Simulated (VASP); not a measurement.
Write the native input for VASP 6.6.1 that does the following.

```
Task                   : band structure
Functional             : LDA
Potentials or basis    : VASP PAW LDA potentials, release 64 (S, Mg)
Cutoff                 : 520 eV
k mesh                 : 8 × 8 × 8
Occupations            : gaussian, width 0.02 eV
Spin                   : no spin polarisation
Further INCAR settings : ALGO = Normal; EDIFF = 1e-06; NBANDS = 11
```

The structure of MgS lies in POSCAR:

```
MgS
1.0
    0.0000000000      2.8331200468      2.8331200468
    2.8331200468      0.0000000000      2.8331200468
    2.8331200468      2.8331200468      0.0000000000
S Mg
1 1
Direct
    0.2500000000      0.2500000000      0.2500000000
    0.0000000000      0.0000000000      0.0000000000
```

The cell comes from a database or a generator and needn't be the stable form of this composition.

These files were run (other wordings do the same):

INCAR

```
SYSTEM = MgS
PREC = Accurate ; ENCUT = 520
EDIFF = 1E-6 ; ISMEAR = 0
SIGMA = 0.02 ; LREAL = .False.
LASPH = .True. ; NELM = 80
ALGO = Normal ; ISIF = 2
LWAVE = .False. ; LCHARG = .False.
NBANDS = 11
```

KPOINTS

```
Automatic mesh
0
Gamma
  8 8 8
  0 0 0
```

KPOINTS_OPT

```
path GXWKGLUWLK,UX
10
line-mode
reciprocal
 0.0000000000  0.0000000000  0.0000000000  G
 0.5000000000  0.0000000000  0.5000000000  X

 0.5000000000  0.0000000000  0.5000000000  X
 0.5000000000  0.2500000000  0.7500000000  W

 0.5000000000  0.2500000000  0.7500000000  W
 0.3750000000  0.3750000000  0.7500000000  K

 0.3750000000  0.3750000000  0.7500000000  K
 0.0000000000  0.0000000000  0.0000000000  G

 0.0000000000  0.0000000000  0.0000000000  G
 0.5000000000  0.5000000000  0.5000000000  L

 0.5000000000  0.5000000000  0.5000000000  L
 0.6250000000  0.2500000000  0.6250000000  U

 0.6250000000  0.2500000000  0.6250000000  U
 0.5000000000  0.2500000000  0.7500000000  W

 0.5000000000  0.2500000000  0.7500000000  W
 0.5000000000  0.5000000000  0.5000000000  L

 0.5000000000  0.5000000000  0.5000000000  L
 0.3750000000  0.3750000000  0.7500000000  K

 0.6250000000  0.2500000000  0.6250000000  U
 0.5000000000  0.0000000000  0.5000000000  X
```

Potentials or basis: VASP PAW LDA potentials, release 64 (S, Mg).

Launch:

```console
$ cat potpaw_LDA.64/S/POTCAR potpaw_LDA.64/Mg/POTCAR > POTCAR
$ mpirun -np 1 vasp_std > vasp.out
```

It gave:

* Pressure: -2.5 GPa
* Band gap on the k mesh: 3.18 eV, direct
* Band gap along the path: 3.18 eV, direct

Wall time 15 s on 1 thread of Intel(R) Xeon(R) 6975P-C (Granite Rapids) (shared host), peak memory 0.16 GiB.
